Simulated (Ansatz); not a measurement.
# MoS2: the cost of one run

Method: DFT PBE, scalar-relativistic, plane waves, PAW, in Ansatz 0.2.0.

7 further runs of the same task are left out: 7 set aside as unsound or not needed.

### Step 1. The structure to begin with

Symmetry: P-6m2, No. 187, hexagonal system. The conventional cell has a = 3.185 Å, b = 3.185 Å, c = 17.335 Å, α = 90.00°, β = 90.00°, γ = 120.00°. Around Mo (site symmetry -6m2) lie 6 S at 2.41 Å. S (site symmetry 3m) is surrounded by 3 Mo at 2.41 Å.

Structure file:

```xyz
3
Lattice="3.1846 0.0000 0.0000 -1.5923 2.7580 0.0000 0.0000 0.0000 17.3349" Properties=species:S:1:pos:R:3 pbc="T T T"
Mo    0.0000    0.0000    0.0000
S     0.0000    1.8386    1.5628
S     0.0000    1.8386   15.7721
```

It goes back to an entry of the Materials Project, which need not be the stable form.

It is the result of an earlier relaxation at this level (volume 50.75 Å³/atom; gap on the mesh: 1.66 eV).

### Step 2. What is varied

The energy is mapped over two normal modes frozen in (zone-centre modes of the cell shown, which folds in the wave vector (0, 1/2, 1/2) of the primitive cell).

First coordinate, amplitude of mode 9 (297 cm⁻¹), largest displacement: 11 values from −0.066 Å. Second coordinate, amplitude of mode 15 (375 cm⁻¹), largest displacement: 11 values from −0.060 Å.

Nothing else is relaxed (the cell and all other modes fixed). Energies count from the relaxed high-symmetry cell. Points are written as (first, second).

The modes come from a phonon run on the reference cell, made beforehand.

Displacement patterns for an amplitude of 1 (Å):

```csv
atom,x1,y1,z1,x2,y2,z2
Mo1,0.000,0.000,0.000,0.000,0.000,-0.620
Mo2,0.000,0.000,0.000,0.000,0.000,0.620
S3,1.000,0.000,0.000,0.000,0.903,-0.430
S4,-1.000,0.000,0.000,0.000,-0.903,0.430
S5,1.000,0.000,0.000,0.000,0.903,0.430
S6,-1.000,0.000,0.000,0.000,-0.903,-0.430
```

### Step 3. The run at (−0.053 Å, −0.060 Å)

Contents of input.yaml:

```yaml
crystal:
  lattice:
    - [-3.1846304049, 0.0, 0.0]
    - [0.0, 5.5159416646, 0.0]
    - [1.5923152025, -2.7579708323, -17.3349242269]
  atoms:
    - { symbol: Mo, position: [0.9989275544, -0.0010724456, -0.0021448911] }
    - { symbol: Mo, position: [0.5010724456, 0.5010724456, 0.0021448911] }
    - { symbol: S, position: [0.9707582668, 0.2776933593, 0.9083572696] }
    - { symbol: S, position: [0.4390886424, 0.7988202165, 0.9113365488] }
    - { symbol: S, position: [0.5624009971, 0.8693360897, 0.0916427304] }
    - { symbol: S, position: [0.0277520937, 0.3874836677, 0.0886634512] }
basis:
  ecutwfc: 420
kpoints:
  mp_grid: { grid: [8, 8, 8] }
hamiltonian:
  xc: pbe
  pseudopotentials: { kind: paw, azcp: { folder: soft_1 } }
scf:
  occupations: { method: gaussian, width: 0.05 }
output:
  forces: true
  stress: true
  eigenvalues: true
```

Launch:

```
$ ansatz run input.yaml --threads 4 --pin off --max-ram 8192MiB --backend cpu --events-out ev --progress --plain --runs-dir out
```

**Question.** How long does this run take on 4 threads of Intel Xeon 6975P-C (Granite Rapids), shared host, and how much memory does it need?

About 16 s, with a peak of 1.3 GiB.
